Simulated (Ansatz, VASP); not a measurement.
# Two plane-wave programs on Sn3Te

```
Te Sn
1.0
     4.86562    0.00000    0.00000
     0.00000    4.86562    0.00000
     0.00000    0.00000    4.86562
Te Sn
1 3
Direct
  0.00000 0.00000 0.00000
  0.00000 0.50000 0.50000
  0.50000 0.00000 0.50000
  0.50000 0.50000 0.00000
```

The cell comes from a database or a generator and needn't be the stable form of this composition.

Alike in both runs: task single point; functional PBEsol; k mesh 6 × 6 × 6; occupations fermi-dirac, width 0.05 eV; no spin polarisation.

```csv
,VASP,Ansatz
version,VASP 6.6.1,Ansatz 0.2.0
potentials or method,"VASP PAW PBE potentials, release 64 (Te, Sn_d)",Ansatz PAW
plane-wave cutoff (eV),520,420
valence electrons in the cell,48,58
```

```tsv
	VASP	Ansatz	Ansatz less VASP
gap on the k mesh at the Fermi level (eV)	none	none	-
pressure (GPa)	-2.4	-2.4	+0.05
```

A gap of «none» marks a metal or a gap that the smearing closes. The two sets of potentials don't hold the same shells in valence.

Caveats: the PAW data sets were made with another functional, which shifts forces and pressure a little (VASP); the PAW data sets come from PBE, with cores solved anew for the run's functional, which leaves a small shift of forces and pressure (Ansatz). Spin-orbit coupling is left out, which matters for the levels of Te.
